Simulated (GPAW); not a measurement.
Here is a GPAW 26.7.0 calculation.

run.py

```python
from ase.dft.bandgap import bandgap
from ase.io import read, write
from ase.units import GPa
from gpaw import GPAW, PW

atoms = read('POSCAR')

calc = GPAW(mode=PW(600),
            xc='PBE',
            kpts={'size': (11, 11, 10), 'gamma': True},
            occupations={'name': 'methfessel-paxton', 'order': 0, 'width': 0.05},
            nbands=8,
            convergence={'density': 1e-05, 'energy': 1e-05},
            maxiter=150,
            txt='gpaw.txt')
atoms.calc = calc
energy = atoms.get_potential_energy()
forces = atoms.get_forces()
stress = atoms.get_stress()
calc.write('gs.gpw')
write('result.traj', atoms)
print(f'Energy: {energy:.6f} eV')
print('Forces (eV/A):')
print(forces.round(4))
print('Stress (GPa):', (stress / GPa).round(3))
print('Fermi level:', round(calc.get_fermi_level(), 4), 'eV')
print(f'Gap: {bandgap(calc)[0]:.4f} eV, direct: {bandgap(calc, direct=True)[0]:.4f} eV')
```

POSCAR

```
Ge
1.0
    1.3971490000     -2.6005160000      0.0000000000
    1.3971490000      2.6005160000      0.0000000000
    0.0000000000      0.0000000000      2.6982310000
Ge
1
Direct
    0.5000000000      0.5000000000      0.0000000000
```

Potentials or basis: GPAW PAW data sets (gpaw-data 1.2.1), pw.

The run is started by

```sh
$ OMP_NUM_THREADS=1 python run.py
```

Task: What does it give for the band gap on the k mesh?

Result: None (metal or under the smearing width).

Task: Estimate the pressure.

Result: -0.8 GPa.

Stress tensor (GPa, compression positive):
```
 0.76  0.00  0.00
 0.00 -3.02  0.00
 0.00  0.00 -0.27
```
